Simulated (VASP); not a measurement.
VASP 6.6.1 run: AlN

INCAR

```
LASPH = .TRUE.
ISIF = 2
NSW = 0
NELM = 120
NBANDS = 11
SIGMA = 0.02
ISMEAR = -1
LREAL = .FALSE.
LCHARG = .FALSE.
PREC = Accurate
GGA = PE
LWAVE = .FALSE.
IBRION = -1
ENCUT = 250
EDIFF = 1E-7
```

KPOINTS

```
KPOINTS created by Atomic Simulation Environment
0
Gamma
10 10 10
0 0 0
```

POSCAR

```
Al N
 1.0000000000000000
    -0.0000000000000000    2.0188684512725295    2.0188684512725295
     2.0188684512725295    0.0000000000000000    2.0188684512725295
     2.0188684512725295    2.0188684512725295   -0.0000000000000000
 Al  N
   1   1
Cartesian
 -0.0000000000000000  0.0000000000000000 -0.0000000000000000
  2.0188684512725295  2.0188684512725295  2.0188684512725295
```

The recommended PBE PAW datasets give the neutral cell 8 valence electrons.

Command

```
mpirun -np 1 vasp_std
```

**Question.** How does this run end, and what does it give?

**Answer.** It converged. Results: gap between bands v and c on the k mesh 4.69 eV; least direct gap on the k mesh 5.53 eV; pressure -43.6 GPa. Band v is the last that the valence electrons fill when counted band by band, and c is the next.

OSZICAR

```
N       E                     dE             d eps       ncg     rms          rms(c)
DAV:   1    -0.492034050429E+01   -0.49203E+01   -0.26958E+03  1275   0.325E+02
DAV:   2    -0.156765003262E+02   -0.10756E+02   -0.10590E+02  1224   0.795E+01
DAV:   3    -0.158117308039E+02   -0.13523E+00   -0.13520E+00  1196   0.717E+00
DAV:   4    -0.158119819410E+02   -0.25114E-03   -0.25113E-03  1127   0.361E-01
DAV:   5    -0.158119830595E+02   -0.11186E-05   -0.11191E-05  1199   0.220E-02    0.707E+00
DAV:   6    -0.146275371524E+02    0.11844E+01   -0.43519E+00  1082   0.104E+01    0.375E+00
DAV:   7    -0.145820258054E+02    0.45511E-01   -0.14183E-01  1166   0.227E+00    0.223E+00
DAV:   8    -0.145693600314E+02    0.12666E-01   -0.84593E-03  1085   0.687E-01    0.264E-01
DAV:   9    -0.145693337673E+02    0.26264E-04   -0.26677E-04  1157   0.924E-02    0.129E-01
DAV:  10    -0.145693598354E+02   -0.26068E-04   -0.27346E-05  1132   0.392E-02    0.241E-02
DAV:  11    -0.145693591108E+02    0.72457E-06   -0.50182E-07  1193   0.463E-03    0.487E-03
DAV:  12    -0.145693589478E+02    0.16299E-06   -0.50653E-08   734   0.159E-03    0.693E-04
DAV:  13    -0.145693589243E+02    0.23495E-07   -0.11788E-09   586   0.248E-04
   1 F= -.14569359E+02 E0= -.14569359E+02  d E =-.142118E-10
```

These settings aren't sound, so the numbers aren't properties of the crystal.

On sound settings PBE gives a gap of 4.65 eV on its mesh and a pressure of 6.1 GPa for the intended cell.
